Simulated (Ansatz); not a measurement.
# CsH (Fm-3m): from the cell to its phonons

Task: relax CsH (Fm-3m), then find its harmonic phonons.

Main program and level: Ansatz 0.2.0; DFT PBEsol, scalar-relativistic, plane waves, PseudoDojo norm-conserving pseudopotentials.

Most raw output is cut from this account.

The database entry behind the starting cell differs from later determinations by our own check (0.1 to 0.3 % short, probably kX units), so it need not match the best structure at ambient conditions.

### 1. The starting structure

Symmetry: Fm-3m, No. 225, cubic system. The conventional cell has a = 6.376 Å, b = 6.376 Å, c = 6.376 Å, α = 90.00°, β = 90.00°, γ = 90.00°. Cs has 6 H at 3.19 Å nearest. Nearest to H lie 6 Cs at 3.19 Å. Farther neighbours are not listed.

### 2. Relaxation

Harmonic phonons are second derivatives at a point where the forces vanish, and they are wanted at zero stress, so atoms and cell are relaxed first.

input.yaml

```yaml
crystal:
  lattice:
    - [0.0, 3.188, 3.188]
    - [3.188, 0.0, 3.188]
    - [3.188, 3.188, 0.0]
  atoms:
    - { symbol: Cs, position: [0.0, 0.0, 0.0] }
    - { symbol: H, position: [0.5, 0.5, 0.5] }
kpoints:
  mp_grid: { grid: [8, 8, 8] }
hamiltonian:
  xc: pbesol
  pseudopotentials: { kind: nc, accuracy: standard }
scf:
  occupations: { method: gaussian, width: 0.02 }
output:
  forces: true
  stress: true
  eigenvalues: true
  write_density: true
  write_potential: true
  elf: true
  volumetric_format: npy
relax:
  adjacent_minimum: "off"
  f_tol: 0.005
  max_steps: 80
  cell: { stress_tol: 0.05 }
```

Launch:

```
ansatz run input.yaml --threads 4 --pin off --max-ram 7168MiB --backend cpu --events-out ev --progress --plain --runs-dir out
```

Run time: 5.1 s. Hardware: 4 threads of Arm Neoverse V1, shared host; peak memory 0.46 GiB; 19 s of CPU time.

Relaxation path:

```tsv
step	energy less that of the first step (eV)	largest force component (eV/Å)	pressure (GPa)	volume (Å³)
1	0.0000	0.0000	-0.54	64.80
2	-0.0046	0.0000	-0.31	63.10
3	-0.0067	0.0000	0.03	60.90
4*	-0.0066	0.0000	0.03	60.90
```

Relaxation steps marked * repeat the geometry before them on a plane-wave basis chosen anew for their cell, so energy and pressure can jump there.

Forces are held to the 48 operations that the run works with; a distortion that breaks them can't arise in this run.

```tsv
conventional cell, symmetrised	before	after	change
a (Å)	6.376	6.246	-2.0 %
b (Å)	6.376	6.246	-2.0 %
c (Å)	6.376	6.246	-2.0 %
volume (Å³/atom)	32.40	30.45	-6.0 %
```

Final coordinates:

```xyz
2
Lattice="0.0000 3.1228 3.1228 3.1228 0.0000 3.1228 3.1228 3.1228 0.0000" Properties=species:S:1:pos:R:3 pbc="T T T"
Cs    0.0000    0.0000    0.0000
H     3.1228    3.1228    3.1228
```

Numbers from this step:

| Quantity | Value |
| --- | --- |
| pressure | 0.02566 GPa |
| gap on the k-mesh | 2.063 eV |
| volume per atom | 30.45 Å³ |
| direct gap on mesh | 2.063 eV |

Electrostatic potential energy in the ac plane of the conventional cell at fractional y = 0.000, with atoms of Cs and H within 0.2 Å of it. With pseudopotentials it is smooth inside the atoms' cores, unlike the true potential.

Ten even steps from '0' (-96 eV) to '9' (8 eV), each cell a mean:
```
01689999789999840
35899999999999864
78999999999999988
99999999999999999
99999999999999999
99999998788999999
99999985347899999
89999861004899998
69999861003799997
99999973115899999
99999987668999999
99999999889999999
99999999999999999
89999999999999998
67899999999999986
13799999999999851
01689999689999730
```
Columns run along a (6.2 Å; values clipped at the 3rd and 97th percentile), rows up along c (6.2 Å), edges of the conventional cell, whose origin can differ from the input's. Atoms in or near the plane, at fractional coordinates: Cs at (0.00, 0.00), Cs at (0.50, 0.50), H at (0.50, 0.00), H at (0.00, 0.50).

Valence density in the ac plane of the conventional cell at fractional y = 0.000, with atoms of Cs and H within 0.2 Å of it. It is the smooth field of the valence electrons, not physical close to the nuclei.

Values in e/Å³, 9 rows by 16 columns, each cell a mean:
```
0.6 1.0 0.7 0.2 0.1 0.1 0.2 0.5 0.6 0.3 0.1 0.1 0.1 0.5 1.0 0.8
0.6 0.4 0.2 0.1 0.0 0.0 0.1 0.1 0.1 0.1 0.0 0.0 0.0 0.1 0.3 0.5
0.1 0.1 0.0 0.0 0.0 0.1 0.2 0.3 0.3 0.2 0.1 0.0 0.0 0.0 0.1 0.1
0.3 0.2 0.1 0.1 0.1 0.4 0.9 0.9 0.9 1.0 0.6 0.2 0.1 0.1 0.1 0.3
1.0 0.4 0.1 0.1 0.2 0.6 1.0 0.4 0.2 0.8 0.9 0.3 0.1 0.1 0.2 0.7
0.2 0.1 0.1 0.0 0.1 0.3 0.7 0.9 0.9 0.8 0.4 0.1 0.1 0.1 0.1 0.2
0.1 0.1 0.0 0.0 0.0 0.1 0.1 0.2 0.2 0.1 0.1 0.0 0.0 0.0 0.1 0.1
0.8 0.6 0.3 0.1 0.0 0.0 0.1 0.1 0.1 0.1 0.1 0.0 0.1 0.2 0.5 0.7
0.4 0.9 0.8 0.3 0.1 0.1 0.2 0.6 0.8 0.4 0.1 0.1 0.1 0.6 1.0 0.6
```
Columns run along a (6.2 Å), rows up along c (6.2 Å), edges of the conventional cell, whose origin can differ from the input's. Atoms in or near the plane, at fractional coordinates: Cs at (0.00, 0.00), Cs at (0.50, 0.50), H at (0.50, 0.00), H at (0.00, 0.50).

ELF in the ac plane of the conventional cell at fractional y = 0.000, with atoms of Cs and H within 0.2 Å of it. It is the smooth field of the valence electrons, not physical close to the nuclei.

Ten even steps from '0' (0.02) to '9' (1.00), each cell a mean:
```
15872289999514872
78851279999403787
88630035654101578
54200001110000134
11000024443100001
55300368887510145
99711688778730499
99822785137841599
99822784017841699
99821687458841599
88511588888620378
22100256776300022
21000011221000012
76410012221000357
88740158887302688
47861289999514885
04872289999515871
```
Columns run along a (6.2 Å), rows up along c (6.2 Å), edges of the conventional cell, whose origin can differ from the input's. Atoms in or near the plane, at fractional coordinates: Cs at (0.00, 0.00), Cs at (0.50, 0.50), H at (0.50, 0.00), H at (0.00, 0.50).

In this step the volume went from 32.40 to 30.45 Å³/atom.

### 3. Relaxing to small forces for the phonons

Phonons need a cell at rest on their own settings, so the relaxation is repeated with tight tolerances on forces and stress, using the mesh and the filling of the phonon run that follows.

input.yaml, the sections that differ from step 2:

```yaml
crystal:
  lattice:
    - [0.0, 3.1227706349, 3.1227706349]
    - [3.1227706349, 0.0, 3.1227706349]
    - [3.1227706349, 3.1227706349, 0.0]
  atoms:
    - { symbol: Cs, position: [0.0, 0.0, 0.0] }
    - { symbol: H, position: [0.5, 0.5, 0.5] }
scf:
  occupations: { method: fixed }
output:
  forces: true
  stress: true
  eigenvalues: true
relax:
  adjacent_minimum: "off"
  f_tol: 0.001
  max_steps: 60
  cell: { stress_tol: 0.01 }
# kpoints, hamiltonian: as in step 2
```

Wall time 5.1 s (4 threads); peak memory 0.44 GiB; 17 s of CPU time.

Little changed from the start: no atom moved by 0.005 Å and no cell edge by 0.1 %.

This step gave:

```yaml
pressure: 1.19e-5 GPa
gap_on_the_k_mesh: 2.066 eV
volume_per_atom: 30.53 Å³
direct_gap_on_mesh: 2.066 eV
```

The forces vanish by symmetry and the pressure is 0.000 GPa, within the tolerances set. The cell now holds 30.53 Å³/atom.

### 4. Modes at Γ

The zone centre comes first: it holds the modes that light can see, as far as symmetry allows. The response to a homogeneous field gives the Born charges and the dielectric tensor, and its change with displacement the Raman tensors.

input.yaml, the sections that differ from step 3:

```yaml
crystal:
  lattice:
    - [0.0, 3.1254059749, 3.1254059749]
    - [3.1254059749, 0.0, 3.1254059749]
    - [3.1254059749, 3.1254059749, 0.0]
  atoms:
    - { symbol: Cs, position: [0.0, 0.0, 0.0] }
    - { symbol: H, position: [0.5, 0.5, 0.5] }
output:
  eigenvalues: true
phonons:
  method: dfpt
  dielectric: true
  rigid_motions: translations
  raman: true
# kpoints, hamiltonian, scf: as in step 3
# relax: removed
```

Run time: 1.7 min. Hardware: 4 threads; peak memory 1.2 GiB; 6.6 min of CPU time.

Numbers from this step:

```
sum-rule residual before enforcement                    : 2.06e-5 eV/Å²
miss of the charge sum rule                             : 3.42e-4 e
estimated error of the dielectric tensor                : 0.007100
estimated error of the Born charges                     : 0.009696 e
point group                                             : m-3m
highest optical mode at the zone centre (no LO-TO term) : 402.4 cm⁻¹
lowest optical zone-centre mode                         : 402.4 cm⁻¹
mean high-frequency dielectric constant                 : 3.297
largest Born charge (third of the trace)                : 1.133 e
mean static dielectric constant                         : 9.681
top of the zone-centre spectrum with the field          : 689.6 cm⁻¹
```

Without the LO-TO term. Patterns of degenerate modes are one choice out of their space. The modes at Γ (shares of kinetic energy by element, %):

```tsv
mode	frequency (cm⁻¹)	symmetry	Cs %	H %
1	0.0	acoustic	99	1
2	0.0	acoustic	99	1
3	0.0	acoustic	99	1
4	402.4	T1u	1	99
5	402.4	T1u	1	99
6	402.4	T1u	1	99
```

Displacements in mode 6 (402.4 cm⁻¹), the largest set to 1:
```
Cs1  0.00  0.00 -0.01
H2   0.00  0.01  1.00
```

Optical modes at the zone centre, without and with the macroscopic field of the longitudinal modes; each column is sorted by frequency, so a row need not hold one and the same mode. Modes with and without the field, by row:

```tsv
rank among optical modes	no field (cm⁻¹)	q along (1, 0, 0) (cm⁻¹)
1	402.4	402.4
2	402.4	402.4
3	402.4	689.6
```

Born charge (rows field, columns displacement) (e), principal values of the symmetric part by kind of site:

```tsv
atom	atoms with these values	low	middle	high	mean
Cs1	1	1.13	1.13	1.13	1.13
H2	1	-1.13	-1.13	-1.13	-1.13
```

In full for Cs1:

```
1.13 0.00 0.00
0.00 1.13 0.00
0.00 0.00 1.13
```

High-frequency dielectric tensor:

```
3.30 0.00 0.00
0.00 3.30 0.00
0.00 0.00 3.30
```

Static dielectric tensor (ions relaxed, fixed cell):

```
9.68 0.00 0.00
0.00 9.68 0.00
0.00 0.00 9.68
```

Transverse modes. Infrared lines, with heights relative to the strongest:

```tsv
position (cm⁻¹)	label	relative intensity
402	T1u	100
```

Before it was imposed, the acoustic sum rule was missed by 2.1e-5 eV/Å² and the charge sum rule by 3.4e-4 e. Small misses are needed for a sound result but don't prove that mesh and cutoff are converged. The lowest optical mode is real, 402 cm⁻¹.

### 5. Phonons on a q mesh

Stability and thermal properties need the whole zone. Linear response on a 4×4×4 q mesh gives force constants as far as a supercell of that size would, and the tensors from the zone-centre run are typed in so that the long-range dipole term is interpolated apart.

input.yaml, the sections that differ from step 4:

```yaml
phonons:
  method: dfpt
  qmesh: [4, 4, 4]
  temperatures: { t_max: 1000, t_step: 50 }
  qpath:
    path:
      - [[0.0, 0.0, 0.0], [0.5, 0.0, 0.5], [0.625, 0.25, 0.625]]
      - [[0.375, 0.375, 0.75], [0.0, 0.0, 0.0], [0.5, 0.5, 0.5], [0.5, 0.25, 0.75], [0.5, 0.0, 0.5]]
    npoints: 10
  non_analytic_term:
    high_frequency_dielectric_tensor: [[3.2968, 0.0, 0.0], [0.0, 3.2968, 0.0], [0.0, 0.0, 3.2968]]
    born_effective_charges:
      - { species: Cs, tensor: [[1.1329, 0.0, 0.0], [0.0, 1.1329, 0.0], [0.0, 0.0, 1.1329]] }
      - { species: H, tensor: [[-1.1329, 0.0, 0.0], [0.0, -1.1329, 0.0], [0.0, 0.0, -1.1329]] }
    source: "zone-centre run at this cell"
# crystal, kpoints, hamiltonian, scf, output: as in step 4
```

Run time: 2.5 min. Hardware: 4 threads; peak memory 2 GiB; 9.6 min of CPU time.

Numbers from this step:

```
sum-rule residual before enforcement                       : 1.75e-5 eV/Å²
lowest frequency on the path                               : 0 cm⁻¹
highest frequency on the path or at a solved wavevector    : 698.9 cm⁻¹
mean frequency                                             : 282 cm⁻¹
Debye temperature (second moment)                          : 694 K
logarithmic mean frequency                                 : 148 cm⁻¹
lowest mode on the q mesh (acoustic modes at Γ apart)      : 26.22 cm⁻¹
zero-point energy per atom                                 : 52.44 meV
heat capacity at 300 K                                     : 20.05 J/(mol atoms K)
vibrational entropy at 300 K                               : 36.36 J/(mol atoms K)
edges of the widest gap between branches, on path and mesh : 64.5, 402.4 cm⁻¹
```

Frequencies (cm⁻¹) solved at each irreducible wavevector; negative means imaginary. Frequencies by wavevector, by row:

```tsv
q in reciprocal lattice units	star	mode 1	mode 2	mode 3	mode 4	mode 5	mode 6
0 0 0	1	0	0	0	402.4	402.4	402.4
0 0 0.25	8	30	30	45.5	458.9	458.9	694.6
0 0 -0.5	4	38.4	38.4	64.5	505.5	505.5	698.9
0 0.25 0.25	6	26.2	26.2	55	424.9	424.9	637
0 0.25 -0.5	24	37.8	46.4	58.6	469.7	487.8	599.2
0 0.25 -0.25	12	38.4	42.5	57.5	455.7	499.6	653.4
0 -0.5 -0.5	3	33.9	33.9	61.1	428	428	488.6
0.25 -0.5 -0.25	6	46	51.4	51.4	468.3	468.3	555.8
```

Interpolated from a 4×4×4 q mesh, with the LO-TO term (at Γ the limit along the path; where Γ stands inside the path, tables give the limit on arrival). Phonon branches along the path, in cm⁻¹:

```tsv
point	branch 1	branch 2	branch 3	branch 4	branch 5	branch 6
Γ	0	0	0	402	402	690
halfway	26	26	55	425	425	637
X	34	34	61	428	428	489
halfway	36	41	60	440	469	488
U	39	51	56	468	483	550
jump to K	39	51	56	468	483	550
halfway	33	35	51	445	480	675
Γ	0	0	0	402	402	690
halfway	30	30	46	459	459	695
L	38	38	64	506	506	699
halfway	40	47	60	487	493	634
W	46	51	51	468	468	556
halfway	41	41	58	445	486	498
X	34	34	61	428	428	489
```

Tetrahedra on a 20×20×20 mesh, mean over bins of 10 cm-1. Interpolated from a 4×4×4 q mesh. The phonon density of states by wavenumber; read off at these points:

```tsv
wavenumber (cm⁻¹)	phonon density of states (1/cm⁻¹/cell)
5	4.6e-4
25	0.0193
35	0.103
55	0.0769
75	0
105	0
125	0
145	0
175	0
195	0
225	0
245	0
275	0
295	0
315	0
345	0
365	0
395	0
415	0.00221
435	0.0168
465	0.0256
485	0.0363
515	0.0016
535	0.00222
565	0.00412
585	0.00453
605	0.00497
635	0.0059
655	0.00687
685	0.0114
705	0
```

The partial phonon density of states has structure finer than the step of the table below, so its rows give means over 25 cm⁻¹, whole bins alone (the curve runs from -10 to 730 cm⁻¹). Peaks (cm⁻¹: height): Cs 41.2: 0.100; H 483.2: 0.0352, 678.7: 0.00987.

Phonopy on the run's constants, 15x15x15 mesh, Gaussian sigma 5.3 cm-1. Interpolated from a 4×4×4 q mesh. Partial phonon density of states against wavenumber; means over each step; values in 1/cm⁻¹/cell:

```tsv
wavenumber (cm⁻¹)	Cs	H
25	0.0364	9.2e-5
50	0.0736	9.0e-5
75	0.00896	6.5e-6
100	0	0
125	0	0
150	0	0
175	0	0
200	0	0
225	0	0
250	0	0
275	0	0
300	0	0
325	0	0
350	0	0
375	0	4.0e-7
400	2.4e-6	5.7e-4
425	4.0e-5	0.00897
450	6.0e-5	0.0208
475	3.5e-5	0.0302
500	6.0e-6	0.0206
525	0	0.00239
550	0	0.00301
575	0	0.00411
600	0	0.00490
625	0	0.00562
650	5.6e-6	0.00653
675	1.9e-5	0.00854
700	8.9e-6	0.00358
```

Second derivatives of the energy by pair, one row for each kind of neighbour of each atom listed. Each entry sums the pair over the periodic images of the supercell that the q mesh stands for, and in a polar crystal it holds the long-range dipole part too. Force constants by pair, by row:

```tsv
atom	neighbour	distance (Å)	third of the trace (eV/Å²)	along the pair's line (eV/Å²)
Cs1	itself	0	1.201	–
Cs1	H	3.125	-0.1539	-0.2425
Cs1	Cs	4.42	-0.0264	-0.2005
Cs1	H	5.413	0.0024	0.0676
Cs1	Cs	6.251	-0.0014	-0.0388
Cs1	H	6.989	0.0066	0.0424
H2	itself	0	1.019	–
H2	Cs	3.125	-0.1539	-0.2425
H2	H	4.42	0.0048	-0.0958
H2	Cs	5.413	0.0024	0.0676
H2	H	6.251	-0.0428	-0.132
H2	Cs	6.989	0.0066	0.0424
```

Harmonic thermodynamic functions per atom, from the density of states. Interpolated from a 4×4×4 q mesh. Thermodynamic functions, by row:

```tsv
T (K)	F_vib (meV/atom)	S (J/mol-atom/K)	C_V (J/mol-atom/K)
0	52.44	0	0
50	50.1	10.79	10.87
100	42.22	18.89	12.55
200	17.14	28.86	16.83
300	-16.8	36.36	20.05
400	-57.72	42.39	21.82
500	-104.3	47.38	22.81
600	-155.7	51.59	23.41
700	-211.1	55.23	23.79
800	-270	58.43	24.05
900	-332.1	61.27	24.23
1000	-396.9	63.83	24.36
```

Harmonic mean-square displacement, third of the trace. Interpolated from a 4×4×4 q mesh. Mean square displacements, by row:

```tsv
T (K)	Cs1 U_eq (Å²)	H2 U_eq (Å²)
0	0.0031	0.03363
100	0.0122	0.03699
300	0.0358	0.0517
600	0.07144	0.08561
```

Symmetry leaves 8 wavevectors to solve. The lowest mode among them, the acoustic zeros apart, lies at q = (0, 0.25, 0.25) and is real, 26.2 cm⁻¹.

### 6. Another isotope

An isotope changes the mass and not the force constants, so no new electronic calculation is needed; the shifts show which modes move this element.

The same force constants with the mass of H changed from 1.008 to 2.014 u (phonopy, no LO-TO term). Both lists are sorted by frequency; levels can cross, so a row need not hold one and the same mode. Modes under 3 cm⁻¹ are left out. Isotope shifts, by row:

```tsv
q	rank	natural mass (cm⁻¹)	changed mass (cm⁻¹)
0 0 0	4	402.4	285.8
0 0 0	5	402.4	285.8
0 0 0	6	402.4	285.8
0 0 0.25	1	29.99	29.96
0 0 0.25	2	29.99	29.96
0 0 0.25	3	45.46	45.38
0 0 0.25	4	458.9	325
0 0 0.25	5	458.9	325
0 0 0.25	6	694.6	492.3
0 0 -0.5	1	38.39	38.39
0 0 -0.5	2	38.39	38.39
0 0 -0.5	3	64.5	64.5
0 0 -0.5	4	505.5	357.6
0 0 -0.5	5	505.5	357.6
0 0 -0.5	6	698.9	494.5
0 0.25 0.25	1	26.22	26.15
0 0.25 0.25	2	26.22	26.15
0 0.25 0.25	3	54.99	54.94
0 0.25 0.25	4	424.9	301.4
0 0.25 0.25	5	424.9	301.4
0 0.25 0.25	6	637	451.1
```

A mode of this element alone would shift by -29.26 %. The highest zone-centre frequency without the field goes from 402.4 to 285.8 cm⁻¹ (-29.0 %). The product of the frequency ratios over all optical modes at Γ is 0.358; the product rule, (m/m′)^(3k/2) (M′/M)^(3/2) with k = 1 such atoms and M the mass of the cell, gives 0.358.

### 7. Results

```yaml
space_group_after_relaxation_within_0p01_a: Fm-3m
volume_per_atom: 30.5 Å³
gap_on_the_k_mesh: 2.07 eV
highest_optical_mode_at_the_zone_centre_no_lo_to_term: 402 cm⁻¹
top_of_the_zone_centre_spectrum_with_the_field: 690 cm⁻¹
lowest_optical_zone_centre_mode: 402 cm⁻¹
mean_high_frequency_dielectric_constant: 3.30
mean_static_dielectric_constant: 9.68
largest_born_charge_third_of_the_trace: 1.13 e
lowest_mode_on_the_q_mesh_acoustic_modes_at_gamma_apart: 26.2 cm⁻¹
highest_frequency_on_the_path_or_at_a_solved_wavevector: 699 cm⁻¹
zero_point_energy_per_atom: 52.4 meV
heat_capacity_at_300_k: 20.1 J/(mol atoms K)
vibrational_entropy_at_300_k: 36.4 J/(mol atoms K)
debye_temperature_second_moment: 694 K
imaginary_modes_on_the_4x4x4_q_mesh: none
```

**Reading.** The structure is a minimum as far as tested: no mode is imaginary at the 8 irreducible wavevectors of the 4×4×4 mesh, and the softest away from the acoustic zeros lies at 26 cm⁻¹. Without the field, the optical modes at Γ form one degenerate level at 402 cm⁻¹. The highest mode in this list at Γ, 402.4 cm⁻¹, is mostly motion of H (99 % of the kinetic energy). With the macroscopic field of the longitudinal modes the top of the zone-centre spectrum lies at 690 cm⁻¹, against 402 cm⁻¹ without it. Lattice motion raises the mean dielectric constant from 3.297 to 9.681. The strongest infrared line is at 402 cm⁻¹. No mode is Raman active to first order. On the path and the mesh, the widest gap between branches runs from 64 to 402 cm⁻¹. Spin-orbit coupling is left out, which can matter for the heavy elements here. These are harmonic frequencies at zero temperature: anharmonic shifts, linewidths and thermal expansion are left out.

[Logs are printed without paths, hosts, clocks, repeated set-up lines and the standing remarks that a program may print on its own settings, such as how far it seeks lower states.]

[Hosts, paths, dates, database ids (printed as entryN), source tags and the programs' standing remarks are cut or masked in the printed files.]
